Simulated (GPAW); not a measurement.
# InP (F-43m) in GPAW: convergence with plane-wave cutoff (eV)

Aim: find how far plane-wave cutoff (eV) must go before the results for InP settle, at PBE. This setting moves, with any that are tied to it; all else stays.

Everything below comes from runs of GPAW 26.7.0. Logs are shortened: lines on timing, memory, paths and dates and some standing lists are left out, and cuts for length are marked. The log counts tension as positive stress, the text compression.

## (1) The structure

It takes space group F-43m (No. 216, cubic). Conventional cell: a = 5.861 Å, b = 5.861 Å, c = 5.861 Å, α = 90.00°, β = 90.00°, γ = 90.00°. Around In (site symmetry -43m) lie 4 P at 2.54 Å. P (site symmetry -43m) has 4 In at 2.54 Å as nearest neighbours.

## (2) With plane-wave cutoff (eV) 200

Input file run.py:

```python
from ase.dft.bandgap import bandgap
from ase.io import read, write
from ase.units import GPa
from gpaw import GPAW, PW

atoms = read('InP.xyz')

calc = GPAW(mode=PW(200),
            xc='PBE',
            kpts={'size': (8, 8, 8), 'gamma': True},
            occupations={'name': 'fermi-dirac', 'width': 0.05},
            nbands=18,
            convergence={'density': 1e-05, 'energy': 1e-05},
            maxiter=100,
            txt='gpaw.txt')
atoms.calc = calc
energy = atoms.get_potential_energy()
forces = atoms.get_forces()
stress = atoms.get_stress()
calc.write('gs.gpw')
write('result.traj', atoms)
print(f'Energy: {energy:.6f} eV')
print('Forces (eV/A):')
print(forces.round(4))
print('Stress (GPa):', (stress / GPa).round(3))
print('Fermi level:', round(calc.get_fermi_level(), 4), 'eV')
print(f'Gap: {bandgap(calc)[0]:.4f} eV, direct: {bandgap(calc, direct=True)[0]:.4f} eV')
```

Input file InP.xyz:

```xyz
2
Lattice="0.0000000000 2.9305000000 2.9305000000 2.9305000000 0.0000000000 2.9305000000 2.9305000000 2.9305000000 0.0000000000" Properties=species:S:1:pos:R:3 pbc="T T T"
In     0.0000000000      0.0000000000      0.0000000000
P      4.3957500000      4.3957500000      4.3957500000
```

Potentials or basis: GPAW PAW data sets (gpaw-data 1.2.1), pw.

Run with:

```
$ OMP_NUM_THREADS=1 python run.py
```

gpaw.txt:

```text
__  _  _
 | _ |_)|_||  |
 |__||  | ||/\| - 26.7.0

Input parameters:
  mode=PW(ecut=200.0),
  convergence={'density': 1e-05, 'energy': 1e-05},
  kpts=MonkhorstPack(size=(8, 8, 8), gamma=True),
  maxiter=100,
  nbands=18,
  occupations=Occupations(name='fermi-dirac', width=0.05),
  xc=XC(name='PBE')

Diagonalizing LCAO Hamiltonian
Converting LCAO to pw mode

                     P

       In

Atoms  # Å, Bohr magnetons
|   | symbol |        x |        y |        z |    initial magnetic moments |
|---|--------|----------|----------|----------|-----------------------------|
| 0 |     In | 0.000000 | 0.000000 | 0.000000 | ( 0.0000,  0.0000,  0.0000) |
| 1 |      P | 4.395750 | 4.395750 | 4.395750 | ( 0.0000,  0.0000,  0.0000) |

Unit cell  # Å
| periodic |        x |        y |        z |  lengths |    angles |
|----------|----------|----------|----------|----------|-----------|
|      yes | 0.000000 | 2.930500 | 2.930500 | 4.144353 | 60.000000 |
|      yes | 2.930500 | 0.000000 | 2.930500 | 4.144353 | 60.000000 |
|      yes | 2.930500 | 2.930500 | 0.000000 | 4.144353 | 60.000000 |

Number of symmetries: 24
Symmetry operations  # r_c * U_cc + t_c -> r_c
|    | kind |            matrix            |
|----|------|------------------------------|
|  0 |  E   |  1, 0, 0,  0, 1, 0,  0, 0, 1 |
|  1 |  σ   |  1, 0, 0,  0, 0, 1,  0, 1, 0 |
|  2 |  σ   |  1, 0,-1,  0, 1,-1,  0, 0,-1 |
|  3 |  C3  |  1, 0,-1,  0, 0,-1,  0, 1,-1 |
|  4 |  C3  |  1,-1, 0,  0,-1, 1,  0,-1, 0 |
|  5 |  σ   |  1,-1, 0,  0,-1, 0,  0,-1, 1 |
|  6 |  σ   |  0, 1, 0,  1, 0, 0,  0, 0, 1 |
|  7 |  C3  |  0, 1, 0,  0, 0, 1,  1, 0, 0 |
|  8 |  C2  |  0, 1,-1,  1, 0,-1,  0, 0,-1 |
|  9 |  S4  |  0, 1,-1,  0, 0,-1,  1, 0,-1 |
| 10 |  C3  |  0, 0, 1,  1, 0, 0,  0, 1, 0 |
| 11 |  σ   |  0, 0, 1,  0, 1, 0,  1, 0, 0 |
| 12 |  S4  |  0, 0,-1,  1, 0,-1,  0, 1,-1 |
| 13 |  C3  |  0, 0,-1,  0, 1,-1,  1, 0,-1 |
| 14 |  S4  |  0,-1, 1,  1,-1, 0,  0,-1, 0 |
| 15 |  C2  |  0,-1, 1,  0,-1, 0,  1,-1, 0 |
| 16 |  C3  |  0,-1, 0,  1,-1, 0,  0,-1, 1 |
| 17 |  S4  |  0,-1, 0,  0,-1, 1,  1,-1, 0 |
| 18 |  S4  | -1, 1, 0, -1, 0, 1, -1, 0, 0 |
| 19 |  C3  | -1, 1, 0, -1, 0, 0, -1, 0, 1 |
| 20 |  C3  | -1, 0, 1, -1, 1, 0, -1, 0, 0 |
| 21 |  S4  | -1, 0, 1, -1, 0, 0, -1, 1, 0 |
| 22 |  σ   | -1, 0, 0, -1, 1, 0, -1, 0, 1 |
| 23 |  C2  | -1, 0, 0, -1, 0, 1, -1, 1, 0 |

BZ-sampling:
  Number of BZ points: 512
  Number of IBZ points: 29

  Monkhorst-Pack size: [8, 8, 8]
  Monkhorst-Pack shift: [0.0625, 0.0625, 0.0625]

K-points  # in reciprocal-cell coordinates
|     |                                coordinates |     weight |
|-----|--------------------------------------------|------------|
|   0 | (  0.00000000,   0.00000000,   0.00000000) | 0.00195312 |
|   1 | (  0.12500000,   0.12500000,   0.00000000) | 0.01171875 |
|   2 | (  0.12500000,   0.12500000,   0.12500000) | 0.01562500 |
|   3 | (  0.25000000,   0.12500000,   0.12500000) | 0.02343750 |
|   4 | (  0.25000000,   0.25000000,   0.00000000) | 0.01171875 |
|   5 | (  0.25000000,   0.25000000,   0.12500000) | 0.04687500 |
|   6 | (  0.25000000,   0.25000000,   0.25000000) | 0.01562500 |
|   7 | (  0.37500000,   0.25000000,  -0.37500000) | 0.04687500 |
|   8 | (  0.37500000,   0.25000000,   0.12500000) | 0.04687500 |
|   9 | (  0.37500000,   0.25000000,   0.25000000) | 0.04687500 |
| ... |                                            |            |
|  28 | (  0.50000000,   0.50000000,   0.50000000) | 0.00781250 |

Plane wave coefficients: 332
Cutoff: 200.0 eV

Spin-components: 1 (collinear spins)
Bands:           18
Projectors:      11
Spin-degeneracy: 2
Datatype:        complex128

Parallelization:
  kpt:    1
  domain: 1
  band:   1

Density:
  Valence electrons: 18.0
  Components: 1
  Grid points: [14 14 14]
  Charge: 0.0  # |e|

Potential:
  Grid points: [14 14 14]

species:
  In:
    name:    Indium
    Z:       49.0
    valence: 13
    core:    36
    charge:  0.0  # [|e|]
    compensation charges:
      type: gauss
      rc: 0.36  # [Å]
      lmax: 2
    cutoffs:
      filter: 2.09  # [Å]
      core: 2.48  # [Å]
    projectors
    | kind |    occ | energy [eV] | rcut [Å] |
    |------|--------|-------------|----------|
    |   5s |  2.000 |      -8.203 |    1.185 |
    |   5p |  1.000 |      -2.521 |    1.244 |
    |   4d | 10.000 |     -18.629 |    1.148 |
    |    s |        |      19.008 |    1.185 |
    |    p |        |      24.691 |    1.244 |
    |    d |        |       8.583 |    1.148 |

    Using partial waves for In as LCAO basis

  P:
    name:    Phosphorus
    Z:       15.0
    valence: 5
    core:    10
    charge:  0.0  # [|e|]
    compensation charges:
      type: gauss
      rc: 0.30  # [Å]
      lmax: 2
    cutoffs:
      filter: 1.69  # [Å]
      core: 1.81  # [Å]
    projectors
    | kind |    occ | energy [eV] | rcut [Å] |
    |------|--------|-------------|----------|
    |   3s |  2.000 |     -13.968 |    0.953 |
    |   3p |  3.000 |      -5.506 |    0.953 |
    |    s |        |      13.244 |    0.953 |
    |    p |        |      21.705 |    0.953 |
    |    d |        |       0.000 |    0.953 |

    Using partial waves for P as LCAO basis

Reference energy: -169278.333319  # eV

eigensolver:
  PPCG
  Converge bands: occupied
  niter=2

density mixing:
  MSR1-Mixer
  Pratt-step length: 0.05
  Maximum mixing coefficient: 0.75
  Old densities: 10
  SVD Regularization: 0.005
  Good broyden scale: 1.0
  Trust region scale: 1.0
  Backstep threshold: 4.0
  History deletion threshold: 6.0
  Fourier metric: weight=20.0, sigma=0.015

occupation numbers:
  Fermi-Dirac:
    width: 0.0500  # eV

poisson solver:
  ecut: 1600.0  # eV

xc functional:
  name: PBE with 2 nearest neighbor stencil

convergence criteria:
- Maximum integral of absolute [dens]ity change: 1e-05 electrons / valence electron
- Maximum [total energy] change in last 3 cyles: 1e-05 eV / valence electron
- Maximum integral of absolute [eigenst]ate change: 4e-08 eV^2 / valence electron
maximum number of iterations: 100

SCF iterations
|iter     | |      energy | eigst |  dens |
|---------|-|-------------|-------|-------|
|iter:   1| |   -7.829119 | -0.63 |       |
|iter:   2| |   -7.744579 | -2.79 | -1.12 |
|iter:   3| |   -7.446212 | -2.13 | -1.16 |
|iter:   4| |   -7.445959 | -3.66 | -1.76 |
|iter:   5| |   -7.445962 | -4.47 | -2.23 |
|iter:   6| |   -7.445997c| -5.94 | -3.08 |
|iter:   7| |   -7.446002c| -7.29 | -3.63 |
|iter:   8| |   -7.446001c| -7.71c| -4.65 |
|iter:   9| |   -7.446001c| -8.44c| -5.31c|

Converged in 9 steps
Energy contributions relative to reference atoms: (reference = -169278.333319)

Energy contributions:
  Kinetic:          18.778700
  Coulomb:         -16.510330
  Zero:              0.502751
  External:          0.000000
  Xc:              -10.217120
  Entropy:          -0.000006
  Spinorbit:         0.000000
  ----------------------------
  Free energy:      -7.446004
  Extrapolated:     -7.446001

dipole moment: (-16.885817, -16.885817, -16.885817)  # |e|*Ang

Fermi level: 5.309
Eigenvalues  # (at kpt = [0.000, 0.000, 0.000])
| band index |      eig [eV] | occ [0-2] |
|------------|---------------|-----------|
|          0 |        -9.226 |     2.000 |
|          1 |        -9.226 |     2.000 |
|          2 |        -9.226 |     2.000 |
|          3 |        -9.077 |     2.000 |
|          4 |        -9.077 |     2.000 |
|          5 |        -6.599 |     2.000 |
[... 10 lines left out ...]
|         16 |        16.148 |     0.000 |
|         17 |        16.148 |     0.000 |

Gap: 0.692 eV
Transition (v -> c):
  (s=0, k=0, n=8, [0.00, 0.00, 0.00]) -> (s=0, k=0, n=9, [0.00, 0.00, 0.00])
No difference between direct/indirect transitions

Forces  # eV/Ang
|        x |        y |        z |
|----------|----------|----------|
| -0.00000 | -0.00000 | -0.00000 |  # In   0
| -0.00000 | -0.00000 |  0.00000 |  # P    1

Stress tensor  # eV/Ang^3
|         x |         y |         z |
|-----------|-----------|-----------|
|  0.084492 | -0.000000 | -0.000000 |
| -0.000000 |  0.084492 | -0.000000 |
| -0.000000 | -0.000000 |  0.084492 |

# Writing to gs.gpw (mode='')
```

Run time: 4.8 s. Hardware: 1 thread of Arm Neoverse V1, shared host; peak memory 0.12 GiB.

What came out:

```
Free energy            : -7.4460 eV
Pressure               : -13.5 GPa
Band gap on the k mesh : 0.69 eV, direct
```

## (3) With plane-wave cutoff (eV) 250

run.py: that of step 2 with these lines changed.

```diff
@@ -7,3 +7,3 @@
 
-calc = GPAW(mode=PW(200),
+calc = GPAW(mode=PW(250),
             xc='PBE',
```

InP.xyz is that of step 2.

Potentials or basis: GPAW PAW data sets (gpaw-data 1.2.1), pw.

Run with:

```
$ OMP_NUM_THREADS=1 python run.py
```

It took 5.4 s on 1 thread of Arm Neoverse V1, shared host; peak memory 0.13 GiB.

What came out:

```yaml
Free_energy: -8.0020 eV
Pressure: 2.6 GPa
Band_gap_on_the_k_mesh: 0.68 eV, direct
```

## (4) With plane-wave cutoff (eV) 300

run.py: that of step 3 with these lines changed.

```diff
@@ -7,3 +7,3 @@
 
-calc = GPAW(mode=PW(250),
+calc = GPAW(mode=PW(300),
             xc='PBE',
```

InP.xyz is that of step 3.

Run with:

```
$ OMP_NUM_THREADS=1 python run.py
```

It took 9 s on 1 thread of Arm Neoverse V1, shared host; peak memory 0.13 GiB.

Results:

- Free energy: -8.1003 eV
- Pressure: 0.9 GPa
- Band gap on the k mesh: 0.69 eV, direct

## (5) With plane-wave cutoff (eV) 350

run.py: that of step 4 with these lines changed.

```diff
@@ -7,3 +7,3 @@
 
-calc = GPAW(mode=PW(300),
+calc = GPAW(mode=PW(350),
             xc='PBE',
```

InP.xyz is that of step 4.

Run with:

```
$ OMP_NUM_THREADS=1 python run.py
```

It took 9.4 s on 1 thread of Arm Neoverse V1, shared host; peak memory 0.13 GiB.

What came out:

```yaml
Free_energy: -8.3015 eV
Pressure: 0.1 GPa
Band_gap_on_the_k_mesh: 0.70 eV, direct
```

## (6) With plane-wave cutoff (eV) 400

run.py: that of step 5 with these lines changed.

```diff
@@ -7,3 +7,3 @@
 
-calc = GPAW(mode=PW(350),
+calc = GPAW(mode=PW(400),
             xc='PBE',
```

InP.xyz is that of step 5.

Potentials or basis: GPAW PAW data sets (gpaw-data 1.2.1), pw.

Run with:

```
$ OMP_NUM_THREADS=1 python run.py
```

Wall time 8.5 s (1 thread of Arm Neoverse V1, shared host); peak memory 0.14 GiB.

What came out:

| Item | Value |
| --- | --- |
| Free energy | -8.4660 eV |
| Pressure | 0.9 GPa |
| Band gap on the k mesh | 0.70 eV, direct |

## (7) With plane-wave cutoff (eV) 500

run.py: that of step 6 with these lines changed.

```diff
@@ -7,3 +7,3 @@
 
-calc = GPAW(mode=PW(400),
+calc = GPAW(mode=PW(500),
             xc='PBE',
```

InP.xyz is that of step 6.

Run with:

```
$ OMP_NUM_THREADS=1 python run.py
```

Wall time 16 s (1 thread of Arm Neoverse V1, shared host); peak memory 0.15 GiB.

It converged, with:

| Quantity | Value |
| --- | --- |
| Free energy | -8.5963 eV |
| Pressure | 2.6 GPa |
| Band gap on the k mesh | 0.71 eV, direct |

## (8) With plane-wave cutoff (eV) 600

run.py: that of step 7 with these lines changed.

```diff
@@ -7,3 +7,3 @@
 
-calc = GPAW(mode=PW(500),
+calc = GPAW(mode=PW(600),
             xc='PBE',
```

InP.xyz is that of step 7.

Run with:

```
$ OMP_NUM_THREADS=1 python run.py
```

Wall time 17 s (1 thread of Arm Neoverse V1, shared host); peak memory 0.16 GiB.

It converged, with:

| Property | Result |
| --- | --- |
| Free energy | -8.6125 eV |
| Pressure | 3.0 GPa |
| Band gap on the k mesh | 0.71 eV, direct |

## (9) With plane-wave cutoff (eV) 800

run.py: that of step 8 with these lines changed.

```diff
@@ -7,3 +7,3 @@
 
-calc = GPAW(mode=PW(600),
+calc = GPAW(mode=PW(800),
             xc='PBE',
```

InP.xyz is that of step 8.

Potentials or basis: GPAW PAW data sets (gpaw-data 1.2.1), pw.

Run with:

```
$ OMP_NUM_THREADS=1 python run.py
```

Wall time 26 s (1 thread of Arm Neoverse V1, shared host); peak memory 0.19 GiB.

It converged, with:

```yaml
Free_energy: -8.6144 eV
Pressure: 3.1 GPa
Band_gap_on_the_k_mesh: 0.71 eV, direct
```

## (10) With plane-wave cutoff (eV) 1000

run.py: that of step 9 with these lines changed.

```diff
@@ -7,3 +7,3 @@
 
-calc = GPAW(mode=PW(800),
+calc = GPAW(mode=PW(1000),
             xc='PBE',
```

InP.xyz is that of step 9.

Run with:

```
$ OMP_NUM_THREADS=1 python run.py
```

It took 28 s on 1 thread of Arm Neoverse V1, shared host; peak memory 0.22 GiB.

It converged, with:

```yaml
Free_energy: -8.6148 eV
Pressure: 3.1 GPa
Band_gap_on_the_k_mesh: 0.71 eV, direct
```

## (11) The series at a glance

| plane-wave cutoff (eV) | energy less the tightest run, at zero smearing (meV/atom) | pressure (GPa) | gap on the mesh (eV) | SCF cycles | CPU time (s) | peak memory (GiB) |
| --- | --- | --- | --- | --- | --- | --- |
| 200 | 584.42 | -13.54 | 0.692 | 9 | 4.8 | 0.12 |
| 250 | 306.42 | 2.61 | 0.683 | 9 | 5.4 | 0.13 |
| 300 | 257.29 | 0.94 | 0.687 | 9 | 9 | 0.13 |
| 350 | 156.68 | 0.13 | 0.697 | 9 | 9.4 | 0.13 |
| 400 | 74.42 | 0.92 | 0.704 | 9 | 8.5 | 0.14 |
| 500 | 9.28 | 2.64 | 0.710 | 9 | 16 | 0.15 |
| 600 | 1.17 | 3.04 | 0.711 | 9 | 17 | 0.16 |
| 800 | 0.21 | 3.08 | 0.710 | 9 | 26 | 0.19 |
| 1000 | 0.00 | 3.09 | 0.710 | 9 | 28 | 0.22 |

Against the tightest run, the energy stays within 1 meV/atom from 800 on; the pressure stays within 0.1 GPa from 600 on; the gap on the mesh stays within 0.01 eV from 400 on. The tightest run that finished is the yardstick and may itself not be fully converged.

Caveats: spin-orbit coupling is left out, which moves the levels of the heavy elements.
